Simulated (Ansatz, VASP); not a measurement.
BN in VASP and in Ansatz

```
CELL_PARAMETERS angstrom
2.55394 0.00000 0.00000
-1.27697 2.21178 0.00000
0.00000 0.00000 4.22685
ATOMIC_POSITIONS crystal
B 0.66667 0.33333 0.99972
B 0.33333 0.66667 0.49972
N 0.66667 0.33333 0.62528
N 0.33333 0.66667 0.12528
```

Measurements of this composition are mostly on another form, of space group No. 194.

Alike in both runs: task relaxation of cell and atoms; functional PBEsol; k mesh 12 × 12 × 6; occupations gaussian, width 0.02 eV; no spin polarisation.

|  | VASP | Ansatz |
| --- | --- | --- |
| version | VASP 6.6.1 | Ansatz 0.2.0 |
| potentials or method | VASP PAW PBE potentials, release 64 (B, N) | scalar-relativistic, plane waves, PAW |
| plane-wave cutoff (eV) | 600 | 420 |
| valence electrons in the cell | 16 | 16 |

VASP gave:

| Quantity | Value |
| --- | --- |
| gap on the k mesh at the Fermi level, each at its own relaxed structure (eV) | 4.95 |
| relaxed volume (Å³/atom) | 5.88 |
| relaxed cell length with the largest relative difference (Å) | 2.542 |
| energy change over the relaxation (meV/atom) | -2 |

Task: Estimate Ansatz's values.

Result: gap on the k mesh at the Fermi level, each at its own relaxed structure (eV): 4.96; relaxed volume (Å³/atom): 5.88; relaxed cell length with the largest relative difference (Å): 2.541; energy change over the relaxation (meV/atom): -2.

Caveats: the PAW data sets were made with another functional, which shifts forces and pressure a little (VASP). A hybrid or GW would open this gap; PBEsol tends to underestimate it. A k mesh can miss the band edges.
